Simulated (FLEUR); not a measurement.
## Ti: equation of state with LDA

Ti:

```
CELL_PARAMETERS angstrom
2.95000 0.00000 0.00000
-1.47500 2.55477 0.00000
0.00000 0.00000 4.68000
ATOMIC_POSITIONS crystal
Ti 0.66667 0.33333 0.75000
Ti 0.33333 0.66667 0.25000
```

```
Program                  : FLEUR MaX-R8.1 (later development tree)
Task                     : equation of state
Functional               : LDA
Potentials or basis      : all-electron
Basis                    : FLAPW
Kmax                     : 4.1 1/bohr
k mesh                   : 10 × 10 × 6
Occupations              : fermi-dirac, width 0.05 eV
Spin                     : no spin polarisation
Gmax                     : 12.7 1/bohr
Muffin-tin radii         : Ti 2.46 bohr
lmax                     : Ti 10
lnonsphr                 : Ti 10
Local orbitals a species : Ti 5
```

- Equilibrium volume: 16.08 Å³/atom (rough: see the caveat)
- Bulk modulus at fixed shape and positions: 126 GPa (rough)

Energy against volume, from the lowest point:
```tsv
volume (Å³/atom)	energy (meV/atom)
16.577	0.00
16.930	10.55
17.636	45.61
18.341	96.51
18.694	126.97
```

Caveat: the minimum lies outside the volumes run; the cell was scaled at fixed shape and fractional positions, which overstates the stiffness of a crystal with free parameters, most of all of layers and chains.
